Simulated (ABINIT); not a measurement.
# GaN (P6_3mc) in ABINIT: a series of runs

The runs below take GaN through single point, band structure, with PBE.

All numbers are computed with ABINIT 10.8.3 (patched build); they aren't measurements. Logs are shortened: lines on timing, memory, paths and dates and some standing lists are left out, and cuts for length are marked. The log counts tension as positive stress, the text compression.

**Measured values to compare with.**

“Studying electronic properties in GaN without electrical contacts using γ-γ vs e−-γ Perturbed Angular Correlations”, 2019, pmc:6823545 quotes, for a bulk crystal of GaN: band gap 3.503 ± 0.005 eV (direct).

The results are compared with them further down.

## 1. The crystal as given

It takes space group P6_3mc (No. 186, hexagonal). Conventional cell: a = 3.180 Å, b = 3.180 Å, c = 5.166 Å, α = 90.00°, β = 90.00°, γ = 120.00°. Ga (site symmetry 3m) is surrounded by 4 N at 1.94 to 1.95 Å. Around N (site symmetry 3m) lie 4 Ga at 1.94 to 1.95 Å.

## 2. Single point, PBE, 11.31 Å³/atom (biaxial strain of 0 %)

Contents of run.abi:

```
pp_dirpath "./"
pseudos "Ga.GGA_PBE-JTH.xml, N.GGA_PBE-JTH.xml"

acell 3*1.0
rprim
     6.0093290763     0.0000000000     0.0000000000
    -3.0046645382     5.2042316397     0.0000000000
     0.0000000000     0.0000000000     9.7623251598
ntypat 2
znucl 31 7
natom 4
typat 1 1 2 2
xred
     0.6666666667     0.3333333333     0.5000000000
     0.3333333333     0.6666666667     0.0000000000
     0.6666666667     0.3333333333     0.8750000000
     0.3333333333     0.6666666667     0.3750000000

ecut 26.0
pawecutdg 48.0
pawxcdev 0

kptopt 1
ngkpt 10 10 5
nshiftk 1
shiftk 0.0 0.0 0.0

ixc 11

nband 22
occopt 3
tsmear 0.05 eV

nstep 100
tolvrs 1.0e-9

iomode 3
prtwf 0
prtden 0
prteig 0
prtebands 0
enunit 2
```

Potentials or basis: JTH PAW PBE v2.0.

The run is started by

```
$ abinit run.abi > log 2>&1
```

run.abo:

```text
.Version 10.8.3 of ABINIT
 Symmetries : space group P6_3 m c (#186); Bravais hP (primitive hexag.)
================================================================================
 Values of the parameters that define the memory need of the present run
     intxc =       0    ionmov =       0      iscf =      17    lmnmax =      18
     lnmax =       6     mgfft =      48  mpssoang =       3    mqgrid =    3045
     natom =       4  nloc_mem =       2    nspden =       1   nspinor =       1
    nsppol =       1      nsym =      12    n1xccc =       1    ntypat =       2
    occopt =       3   xclevel =       2
       mpw =        1948          nfft =       43200          nkpt =          42
 PAW method is used; the additional fine FFT grid is defined by:
   mgfftf=        64    nfftf =    102400
================================================================================
================================================================================

--------------------------------------------------------------------------------
------------- Echo of variables that govern the present computation ------------
--------------------------------------------------------------------------------
 -outvars: echo values of preprocessed input variables --------
            acell      1.0000000000E+00  1.0000000000E+00  1.0000000000E+00 Bohr
              amu      6.97230000E+01  1.40067400E+01
             ecut      2.60000000E+01 Hartree
           enunit           2
              ixc          11
         kptrlatt       10    0    0      0   10    0      0    0    5
          kptrlen      4.88116258E+01
            natom           4
            nband          22
            ngfft          30      30      48
          ngfftdg          40      40      64
             nkpt          42
            nstep         100
             nsym          12
           ntypat           2
           occopt           3
        pawecutdg      4.80000000E+01 Hartree
         pawxcdev           0
           prtden           0
        prtebands           0
           prteig           0
            prtwf           0
            rprim      6.0093290763E+00  0.0000000000E+00  0.0000000000E+00
                      -3.0046645382E+00  5.2042316397E+00  0.0000000000E+00
                       0.0000000000E+00  0.0000000000E+00  9.7623251598E+00
          spgroup         186
           tolvrs      1.00000000E-09
           tsmear      1.83746611E-03 Hartree
            typat      1  1  2  2
           useylm           1
           xangst      1.5899999989E+00  9.1798692737E-01  2.5829999982E+00
                      -1.7639790514E-11  1.8359738547E+00  0.0000000000E+00
                       1.5899999989E+00  9.1798692737E-01  4.5202499969E+00
                      -1.7639790514E-11  1.8359738547E+00  1.9372499987E+00
            xcart      3.0046645381E+00  1.7347438799E+00  4.8811625799E+00
                      -3.3334372990E-11  3.4694877598E+00  0.0000000000E+00
                       3.0046645381E+00  1.7347438799E+00  8.5420345148E+00
                      -3.3334372990E-11  3.4694877598E+00  3.6608719349E+00
             xred      6.6666666667E-01  3.3333333333E-01  5.0000000000E-01
[... 173 lines left out ...]
   0.21730    0.21730    0.28933    0.37501    0.55724    0.58168
      occupation numbers for kpt#   1
   2.00000    2.00000    2.00000    2.00000    2.00000    2.00000    2.00000    2.00000
   2.00000    2.00000    2.00000    2.00000    2.00000    2.00000    2.00000    2.00000
   2.00000    2.00000    0.00000    0.00000    0.00000    0.00000
 prteigrs : prtvol=0 or 1, do not print more k-points.

 Fermi (or HOMO) energy (eV) =   6.92934   Average Vxc (eV)= -10.79075
 Eigenvalues (   eV  ) for nkpt=  42  k points:
 kpt#   1, nband= 22, wtk=  0.00200, kpt=  0.0000  0.0000  0.0000 (reduced coord)
 -10.16381   -9.20449   -7.55391   -7.53260   -7.53260   -7.46873   -7.46873   -7.27854
  -7.27854   -7.17542   -7.17542   -5.92853   -1.23559    4.84896    4.84896    5.85336
   5.91293    5.91293    7.87302   10.20465   15.16328   15.82823
 prteigrs : prtvol=0 or 1, do not print more k-points.

--- !EnergyTerms
iteration_state     : {dtset: 1, }
comment             : Components of total free energy in Hartree
kinetic             :  2.18407837900644E+01
hartree             :  4.67044012366920E+01
xc                  : -8.69082375017088E+00
Ewald energy        : -1.17003474184010E+02
psp_core            :  6.29929879896723E+00
local_psp           : -1.29615931467336E+02
PAW spherical_terms :  2.18833717734416E+00
internal            : -1.78277408398449E+02
'-kT*entropy'       : -1.97099215886962E-12
total_energy        : -1.78277408398451E+02
total_energy_eV     : -4.85117541886275E+03
...

--- !EnergyTermsDC
iteration_state     : {dtset: 1, }
comment             : '"Double-counting" decomposition of free energy'
band_energy         : -5.38084968762896E+00
Ewald energy        : -1.17003474184010E+02
psp_core            :  6.29929879896723E+00
xc_dc               : -4.48529119999344E+01
PAW spherical_terms : -1.73394643914900E+01
internal            : -1.78277401464096E+02
'-kT*entropy'       : -1.97099215886962E-12
total_energy_dc     : -1.78277401464098E+02
total_energy_dc_eV  : -4.85117523016939E+03
...

--- !EnergyTermsWithPAWCore
iteration_state     : {dtset: 1, }
comment             : 'Components of total free energy, including PAW core contributions'
Total energy        : -3.99767213292236E+03
Total energy DC     : -3.99767212598801E+03
Total energy (eV)   : -1.08782200493745E+05
Total energy DC (eV): -1.08782200305052E+05
...

 Cartesian components of stress tensor (hartree/bohr^3)
  sigma(1 1)= -2.41106348E-04  sigma(3 2)=  0.00000000E+00
  sigma(2 2)= -2.41106348E-04  sigma(3 1)=  0.00000000E+00
  sigma(3 3)= -3.14656171E-04  sigma(2 1)=  1.95913332E-13

-Cartesian components of stress tensor (GPa)         [Pressure=  7.8149E+00 GPa]
- sigma(1 1)= -7.09359367E+00  sigma(3 2)=  0.00000000E+00
- sigma(2 2)= -7.09359365E+00  sigma(3 1)=  0.00000000E+00
- sigma(3 3)= -9.25750417E+00  sigma(2 1)=  5.76396921E-09

== END DATASET(S) ==============================================================
================================================================================

 -outvars: echo values of variables after computation  --------
            acell      1.0000000000E+00  1.0000000000E+00  1.0000000000E+00 Bohr
           etotal     -1.7827740146E+02
            fcart     -1.7923100492E-28 -1.7219155530E-39 -2.6783962384E-03
                      -1.7923100492E-28  4.1391627576E-28 -2.6783962384E-03
                       1.7923100492E-28 -2.0695813788E-28  2.6783962384E-03
                       1.7923100492E-28 -2.0695813788E-28  2.6783962384E-03
            rprim      6.0093290763E+00  0.0000000000E+00  0.0000000000E+00
                      -3.0046645382E+00  5.2042316397E+00  0.0000000000E+00
                       0.0000000000E+00  0.0000000000E+00  9.7623251598E+00
           strten     -2.4110634823E-04 -2.4110634764E-04 -3.1465617124E-04
                       0.0000000000E+00  0.0000000000E+00  1.9591333152E-13
           xangst      1.5899999989E+00  9.1798692737E-01  2.5829999982E+00
                      -1.7639790514E-11  1.8359738547E+00  0.0000000000E+00
                       1.5899999989E+00  9.1798692737E-01  4.5202499969E+00
                      -1.7639790514E-11  1.8359738547E+00  1.9372499987E+00
             xred      6.6666666667E-01  3.3333333333E-01  5.0000000000E-01
                       3.3333333333E-01  6.6666666667E-01  0.0000000000E+00
                       6.6666666667E-01  3.3333333333E-01  8.7500000000E-01
                       3.3333333333E-01  6.6666666667E-01  3.7500000000E-01
 Calculation completed.
```

Wall time 88 s (1 thread of Intel Xeon Platinum 8375C at 2.90GHz (Ice Lake), shared host); peak memory 0.16 GiB.

Results:

```yaml
Free_energy: -4851.1752 eV
Pressure: 7.8 GPa
Largest_force: 0.138 eV/Å
Band_gap_on_the_k_mesh: 1.96 eV, direct
Valence_electrons_inside_the_program's_atomic_spheres: Ga 11.19; N 2.56
```

## 3. Single point, PBE, 10.42 Å³/atom (biaxial strain of -4 %)

Changes to run.abi since step 2:

```diff
@@ -5,4 +5,4 @@
 rprim
-     6.0093290763     0.0000000000     0.0000000000
-    -3.0046645382     5.2042316397     0.0000000000
+     5.7689559133     0.0000000000     0.0000000000
+    -2.8844779566     4.9960623741     0.0000000000
      0.0000000000     0.0000000000     9.7623251598
@@ -17,2 +17,5 @@
      0.3333333333     0.6666666667     0.3750000000
+chkprim 0
+chksymtnons 0
+tolsym 1.0e-6
```

Potentials or basis: JTH PAW PBE v2.0.

The run is started by

```
$ abinit run.abi > log 2>&1
```

Run time: 82 s. Hardware: 1 thread of Intel Xeon Platinum 8375C at 2.90GHz (Ice Lake), shared host; peak memory 0.15 GiB.

Results (log left out):

```
Free energy                                           : -4850.7403 eV
Pressure                                              : 28.2 GPa
Largest force                                         : 0.497 eV/Å
Band gap on the k mesh                                : 2.34 eV, direct
Valence electrons inside the program's atomic spheres : Ga 11.32; N 2.59
```

## 4. Band structure, PBE

Contents of run.abi:

```
ndtset 2

pp_dirpath "./"
pseudos "Ga.GGA_PBE-JTH.xml, N.GGA_PBE-JTH.xml"

acell 3*1.0
rprim
     6.0093290763     0.0000000000     0.0000000000
    -3.0046645382     5.2042316397     0.0000000000
     0.0000000000     0.0000000000     9.7623251598
ntypat 2
znucl 31 7
natom 4
typat 1 1 2 2
xred
     0.6666666667     0.3333333333     0.5000000000
     0.3333333333     0.6666666667     0.0000000000
     0.6666666667     0.3333333333     0.8750000000
     0.3333333333     0.6666666667     0.3750000000

ecut 31.0
pawecutdg 53.0
pawxcdev 0

ixc 11

occopt 3
tsmear 0.05 eV

nstep 100

iomode 3
prtwf 0
prteig 0
prtebands 0
enunit 1
prtden1 1

kptopt1 1
ngkpt1 10 10 5
nshiftk1 1
shiftk1 0.0 0.0 0.0
nband1 22
tolvrs1 1.0e-9

iscf2 -2
getden2 1
nband2 28
nbdbuf2 4
tolwfr2 1.0e-11
kptopt2 -7
ndivsm2 6
prteig2 1
prtvol2 -3
kptbounds2
     0.0000000000     0.0000000000     0.0000000000
     0.5000000000     0.0000000000     0.0000000000
     0.3333333333     0.3333333333     0.0000000000
     0.0000000000     0.0000000000     0.0000000000
     0.0000000000     0.0000000000     0.5000000000
     0.5000000000     0.0000000000     0.5000000000
     0.3333333333     0.3333333333     0.5000000000
     0.0000000000     0.0000000000     0.5000000000
```

The run is started by

```
$ abinit run.abi > log 2>&1
```

Wall time 2.7 min (1 thread of Arm Neoverse V1, shared host); peak memory 0.18 GiB.

The run converged. Its results:

- Free energy: -4851.1789 eV
- Pressure: 7.9 GPa
- Largest force: 0.138 eV/Å
- Band gap on the k mesh: 1.96 eV, direct
- Band gap along the path: 1.96 eV, direct
- Valence electrons inside the program's atomic spheres: Ga 11.19; N 2.56

Forces on the atoms (eV/Å):
```
Ga   0.000  0.000 -0.138
Ga   0.000  0.000 -0.138
N    0.000  0.000  0.138
N    0.000  0.000  0.138
```

Stress tensor (GPa, compression positive):
```
7.15 0.00 0.00
0.00 7.15 0.00
0.00 0.00 9.31
```

Levels at the corners of the path, in eV from the valence-band top:
```
point  band 15  band 16  band 17  band 18  band 19  band 20  band 21  band 22
    Γ    -1.06    -0.06     0.00     0.00     1.96     4.29     9.25     9.92
    M    -4.28    -2.79    -2.26    -0.99     5.07     5.60     6.06     8.66
    K    -5.34    -3.04    -3.04    -2.72     5.12     7.86     7.86     8.43
    Γ    -1.06    -0.06     0.00     0.00     1.96     4.29     9.25     9.92
    A    -0.55    -0.55    -0.55    -0.55     4.28     4.28     8.54     8.54
    L    -1.96    -1.96    -1.93    -1.93     4.42     4.42     7.83     7.83
    H    -4.23    -4.23    -1.51    -1.51     6.48     6.48     7.32     7.32
    A    -0.55    -0.55    -0.55    -0.55     4.28     4.28     8.54     8.54
```

## 5. Comparison with measurements

Step 4. Against the measured gap of GaN, 3.503 eV (direct; quoted in “Studying electronic properties in GaN without electrical contacts using γ-γ vs e−-γ Perturbed Angular Correlations”, 2019, pmc:6823545), the calculated 1.96 eV is off by -1.54 eV. Spin-orbit coupling on Ga is left out. The value is that of PBE, without temperature or zero-point motion. Semilocal functionals fall short of measured gaps as a rule.
